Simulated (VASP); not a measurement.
Input of a VASP 6.6.1 run:

Contents of INCAR:

```
  PREC = Accurate
  ENCUT = 520
  EDIFF = 1E-8
  ISMEAR = -1
  SIGMA = 0.03
  LREAL = False
  LASPH = True
  NELM = 60
  ALGO = Normal
  ISIF = 2
  LWAVE = False
  LCHARG = False
  LEFG = True
  NBANDS = 15
```

KPOINTS

```
regular mesh
0
Gamma
  7 7 7
```

POSCAR

```
KCl
1.0
    0.0000000000      3.1561000000      3.1561000000
    3.1561000000      0.0000000000      3.1561000000
    3.1561000000      3.1561000000      0.0000000000
K Cl
1 1
Direct
    0.0000000000      0.0000000000      0.0000000000
    0.5000000000      0.5000000000      0.5000000000
```

Potentials or basis: VASP PAW LDA potentials, release 64 (K_sv, Cl).

Command:

```console
$ cat potpaw_LDA.64/K_sv/POTCAR potpaw_LDA.64/Cl/POTCAR > POTCAR
$ mpirun -np 1 vasp_std > vasp.out
```

Problem. What does it give for the pressure?

Solution. -2.0 GPa.

Problem. Estimate the band gap on the k mesh.

Solution. 4.72 eV, direct.

Caveat: without QUAD_EFG the Cq values of the log hold for a quadrupole moment of 1 mb, not for the nuclei.

**The experiment to reproduce.**

From a printed reference work, monograph, for a bulk crystal of KCl: band gap 8.68 eV.

Measured gap of KCl: 8.68 eV (a printed reference work, monograph). This calculation gives 4.72 eV (-3.96 eV). The value is that of LDA on a finite k mesh, which can miss the band edges, without temperature or zero-point motion. Semilocal functionals fall short of measured gaps as a rule.
